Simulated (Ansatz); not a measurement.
# SiC: a short molecular-dynamics run

Aim: set SiC (a distorted structure, 4 atoms, not relaxed) in motion for 20 steps of 3 fs at constant energy, with velocities drawn for 900 K, and see how temperature, energy and positions respond.

Program: Ansatz 0.2.0. Level of theory: DFT PBE, plane waves, PAW, scalar-relativistic, no spin polarisation. These are calculated values, not measurements.

## (1) The starting structure

The cell holds 4 atoms (C2Si2): a = 5.439 Å, b = 3.173 Å, c = 3.068 Å, α = 59.64°, β = 75.74°, γ = 91.46°.

As a file:

```xyz
4
Lattice="-2.3374 4.3715 2.2389 2.2549 -0.0375 2.2313 2.2149 2.1233 0.0025" Properties=species:S:1:pos:R:3 pbc="T T T"
Si    0.0312    0.0357    0.0232
Si    2.1396    4.3172    2.2518
C     1.1382    1.0903    1.1450
C     1.0629    3.1680    3.3455
```

## (2) Dynamics

input.yaml

```yaml
crystal:
  lattice:
    - [-2.337362, 4.371508, 2.238867]
    - [2.254891, -0.037467, 2.231329]
    - [2.214929, 2.123289, 0.002495]
  atoms:
    - { symbol: Si, position: [0.003249, 0.00714, 0.010239] }
    - { symbol: Si, position: [0.508348, 0.49798, 0.995452] }
    - { symbol: C, position: [0.1278, 0.384612, 0.257178] }
    - { symbol: C, position: [0.617507, 0.879473, 0.23618] }
kpoints:
  mp_grid: { grid: [3, 5, 6] }
magnetization:
  spin_polarized: false
scf:
  occupations: { method: fermi_dirac, width: 0.1 }
hamiltonian:
  pseudopotentials: { kind: paw }
  xc: pbe
basis:
  ecutwfc: 420
md:
  timestep: 3.0
  n_steps: 20
  ensemble: nve
  temperature: 900.0
  initial_velocities: maxwell_boltzmann
  seed: 629255
```

The run is started by

```console
$ ansatz run input.yaml --threads 2 --pin off --max-ram 2560MiB --backend cpu --events-out ev --progress --plain --runs-dir out
```

Standard output, shortened:

```text
Warning: md: disabling space-group detection — thermal motion breaks the input geometry's symmetry, so no spatial operation reduces the k-mesh or symmetrises the density; time reversal is kept, so that k and −k are solved as one point where they differ and the mesh holds both, and exact [...]
Warning: RAYON_NUM_THREADS=2 ignored (pool sized by the plan → 2); use --threads N
[...]
Pseudopotentials: kind: paw
Pseudopotential: Si, paw, valence charge 4, recommended cutoff 420 eV (normal), Si.paw.azcp
Pseudopotential: C, paw, valence charge 4, recommended cutoff 420 eV (normal), C.paw.azcp
Functional definition: PBE
[...]
Crystal: 4 atoms, lattice volume = 43.560 Å³
Basis set: ecut = 420 eV, 843 PW (Γ), exchange–correlation on 80×48×48 points (8 copies of the dense FFT grid, shifted against one another)
Bands: 12, of which v1, the nominal top of the filled ones, is band 8 counted from 1 (7 counted from 0)
Symmetry: 1 space group operations
k-points: 46 of 90 (time reversal used)
[...]
SCF iter   1: F=—  HF=-1774.105785 eV  |F-HF|=—  |Δ(HF+E_count)|=         —  Δρ=2.49e-3  dr2=2.86e-3  ethr=1.77e-3  ⟨swp⟩=5.0  Hψ=3627  notcnv=0
[...]
md step     0: t =     0.00 fs  T =   900.0 K  F+E_penalty+E_count = -1774.10581777 eV  E_kin = 0.349002 eV  conserved = -1773.75681577 eV  (8 SCF iters)
[...]
md step     6: t =    18.00 fs  T =   811.5 K  F+E_penalty+E_count = -1774.07096152 eV  E_kin = 0.314685 eV  conserved = -1773.75627674 eV  (5 SCF iters)
[...]
md step     7: t =    21.00 fs  T =   886.9 K  F+E_penalty+E_count = -1774.10082954 eV  E_kin = 0.343903 eV  conserved = -1773.75692663 eV  (5 SCF iters)
[...]
SCF iter   2: F=—  HF=-1774.046236 eV  |F-HF|=—  |Δ(HF+E_count)|=   2.37e-5  Δρ=8.79e-5  dr2=8.58e-7  ethr=4.61e-7  ⟨swp⟩=2.6  Hψ=1187  notcnv=0
```

## (3) The log goes on

Output, continued, shortened:

```text
SCF iter   3: F=—  HF=-1774.046236 eV  |F-HF|=—  |Δ(HF+E_count)|=   5.17e-7  Δρ=1.74e-5  dr2=5.23e-8  ethr=5.36e-9  ⟨swp⟩=2.7  Hψ=873  notcnv=0
[...]
md step     8: t =    24.00 fs  T =   753.0 K  F+E_penalty+E_count = -1774.04623612 eV  E_kin = 0.291992 eV  conserved = -1773.75424439 eV  (5 SCF iters)
[...]
md step    11: t =    33.00 fs  T =   227.8 K  F+E_penalty+E_count = -1773.83510213 eV  E_kin = 0.088330 eV  conserved = -1773.74677249 eV  (5 SCF iters)
[...]
md step    14: t =    42.00 fs  T =   786.2 K  F+E_penalty+E_count = -1774.05881277 eV  E_kin = 0.304856 eV  conserved = -1773.75395682 eV  (5 SCF iters)
[...]
md step    17: t =    51.00 fs  T =   587.1 K  F+E_penalty+E_count = -1773.98074636 eV  E_kin = 0.227670 eV  conserved = -1773.75307602 eV  (5 SCF iters)
[...]
md step    19: t =    57.00 fs  T =   191.7 K  F+E_penalty+E_count = -1773.81841884 eV  E_kin = 0.074346 eV  conserved = -1773.74407263 eV  (5 SCF iters)
[...]
md step    20: t =    60.00 fs  T =   368.0 K  F+E_penalty+E_count = -1773.89025666 eV  E_kin = 0.142703 eV  conserved = -1773.74755402 eV  (7 SCF iters)
SCF converged after 7 iterations
Free energy (F): -1773.890257 eV
[...]
E sigma→0 (E₀):  -1773.890102 eV
Entropy (-TS):   -0.000310 eV (-0.077 meV/atom)
Fermi energy:    9.637481 eV
[...]
--- Forces (eV/Å), atoms counted from 1 ---
  atom   1  Si     0.29514561     0.53593346    -1.72273410
  atom   2  Si     1.13770291    -1.91074960     1.04581189
  atom   3  C     -0.31213159    -0.07446097     2.30636889
  atom   4  C     -1.12071677     1.44927166    -1.62944524
[...]
--- MD trajectory: 20 steps, t = 0.0 → 60.0 fs ---
  final state: T = 368.0 K   F+E_penalty+E_count = -1773.89025666 eV   E_kin = 0.142703 eV
  conserved energy: peak-to-peak 1.285e-2 eV (3.213e-3 eV/atom) over 60.0 fs
```

Run time: 40 s. Hardware: 2 threads of an Arm CPU, shared host; peak memory 0.35 GiB.

## (4) The trajectory

One step in 2; energies are changes from step 0; msd is the mean square displacement from the start, the centre of mass held:

| time (fs) | T (K) | potential energy change (meV/atom) | total energy change (meV/atom) | msd C (Å²) | msd Si (Å²) |
| --- | --- | --- | --- | --- | --- |
| 0.0 | 900 | 0.0 | 0.00 | 0.000 | 0.000 |
| 6.0 | 350 | 55.6 | 2.24 | 0.003 | 0.002 |
| 12.0 | 289 | 61.7 | 2.41 | 0.004 | 0.004 |
| 18.0 | 812 | 8.7 | 0.13 | 0.003 | 0.005 |
| 24.0 | 753 | 14.9 | 0.64 | 0.014 | 0.004 |
| 30.0 | 293 | 61.3 | 2.37 | 0.029 | 0.003 |
| 36.0 | 335 | 56.9 | 2.14 | 0.028 | 0.002 |
| 42.0 | 786 | 11.8 | 0.71 | 0.012 | 0.002 |
| 48.0 | 836 | 6.4 | 0.11 | 0.004 | 0.003 |
| 54.0 | 300 | 60.6 | 2.41 | 0.009 | 0.005 |
| 60.0 | 368 | 53.9 | 2.32 | 0.013 | 0.005 |

time (fs), T (K) and a bar:
```
      0.0        900 ##############################
      3.0        654 ###################
      6.0        350 #######
      9.0        192 
     12.0        289 ####
     15.0        560 ###############
     18.0        812 ##########################
     21.0        887 #############################
     24.0        753 ########################
     27.0        505 #############
     30.0        293 ####
     33.0        228 ##
     36.0        335 ######
     39.0        558 ###############
     42.0        786 #########################
     45.0        905 ##############################
     48.0        836 ###########################
     51.0        587 #################
     54.0        300 #####
     57.0        192 
     60.0        368 #######
```

## (5) Frames from the trajectory

Positions (Å) and forces (eV/Å):

```xyz
4
Lattice="-2.337 4.372 2.239 2.255 -0.037 2.231 2.215 2.123 0.002" Properties=species:S:1:pos:R:3:forces:R:3 pbc="T T T" time_fs=6.0 T=350 dE=0.2223
Si    0.028    0.041    0.069   -0.020   -0.618   -1.879
Si    2.136    4.330    2.217    1.005   -2.028    0.990
C     1.141    1.088    1.087   -0.044    0.149    1.600
C     1.077    3.126    3.377   -0.941    2.497   -0.711
4
Lattice="-2.337 4.372 2.239 2.255 -0.037 2.231 2.215 2.123 0.002" Properties=species:S:1:pos:R:3:forces:R:3 pbc="T T T" time_fs=15.0 T=560 dE=0.1365
Si    0.023    0.036    0.093    0.298   -0.516   -2.469
Si    2.151    4.307    2.188    0.196   -0.537    1.430
C     1.141    1.091    1.091   -0.223   -0.009    1.902
C     1.052    3.190    3.384   -0.272    1.061   -0.864
4
Lattice="-2.337 4.372 2.239 2.255 -0.037 2.231 2.215 2.123 0.002" Properties=species:S:1:pos:R:3:forces:R:3 pbc="T T T" time_fs=24.0 T=753 dE=0.0596
Si    0.025    0.017    0.055    0.005    0.069   -0.169
Si    2.172    4.271    2.198   -0.861    1.845    0.937
C     1.130    1.092    1.202    0.146   -0.461   -0.695
C     1.010    3.318    3.339    0.710   -1.452   -0.073
4
Lattice="-2.337 4.372 2.239 2.255 -0.037 2.231 2.215 2.123 0.002" Properties=species:S:1:pos:R:3:forces:R:3 pbc="T T T" time_fs=30.0 T=293 dE=0.2450
Si    0.027    0.004    0.022   -0.251    0.316    1.353
Si    2.174    4.271    2.220   -0.548    2.193    0.179
C     1.126    1.078    1.264    0.227   -0.401   -2.082
C     1.003    3.362    3.304    0.572   -2.108    0.550
4
Lattice="-2.337 4.372 2.239 2.255 -0.037 2.231 2.215 2.123 0.002" Properties=species:S:1:pos:R:3:forces:R:3 pbc="T T T" time_fs=36.0 T=335 dE=0.2275
Si    0.027   -0.005    0.005   -0.271    0.266    1.827
Si    2.170    4.297    2.244   -0.002    1.239   -0.875
C     1.127    1.054    1.269   -0.120    0.129   -2.178
C     1.013    3.347    3.284    0.392   -1.634    1.227
4
Lattice="-2.337 4.372 2.239 2.255 -0.037 2.231 2.215 2.123 0.002" Properties=species:S:1:pos:R:3:forces:R:3 pbc="T T T" time_fs=45.0 T=905 dE=-0.0012
Si    0.019   -0.013    0.018   -0.428    0.094    0.502
Si    2.164    4.357    2.257    0.088   -1.279   -1.215
C     1.122    1.028    1.169   -0.137    0.646   -0.290
C     1.051    3.251    3.321    0.476    0.539    1.003
4
Lattice="-2.337 4.372 2.239 2.255 -0.037 2.231 2.215 2.123 0.002" Properties=species:S:1:pos:R:3:forces:R:3 pbc="T T T" time_fs=54.0 T=300 dE=0.2423
Si    0.001   -0.018    0.043   -0.186    0.184   -1.496
Si    2.163    4.385    2.243    1.294   -2.590    0.667
C     1.108    1.041    1.054   -0.068    0.425    2.081
C     1.110    3.185    3.411   -1.041    1.980   -1.252
4
Lattice="-2.337 4.372 2.239 2.255 -0.037 2.231 2.215 2.123 0.002" Properties=species:S:1:pos:R:3:forces:R:3 pbc="T T T" time_fs=60.0 T=368 dE=0.2156
Si   -0.015   -0.018    0.041    0.295    0.536   -1.723
Si    2.179    4.365    2.239    1.138   -1.911    1.046
C     1.097    1.066    1.041   -0.312   -0.074    2.306
C     1.121    3.206    3.438   -1.121    1.449   -1.629
```

## (6) What came out

```
                             quantity                          value
                               length               20 steps of 3 fs
     temperature, first and last step                  900 and 368 K
             temperature, second half  mean 490 K, from 192 to 905 K
        potential energy, second half    +41 meV/atom from the start
   largest change of the total energy                  3.19 meV/atom
mean square displacement, second half           C 0.015, Si 0.003 Å²
```

In words: The temperature starts at 900 K and averages 490 K in the second half, where it ranges from 192 to 905 K. The total energy strays from its start by at most 3.19 meV/atom, 6.1 % of the mean kinetic energy, which is poor: the step of 3 fs is too long for the fastest motion. The farthest move is 0.21 Å, against a mean nearest distance of 1.9 Å at the start: no atom has changed site so far. 60 fs on 4 atoms is far too short and small for converged averages. The k-mesh is coarse.
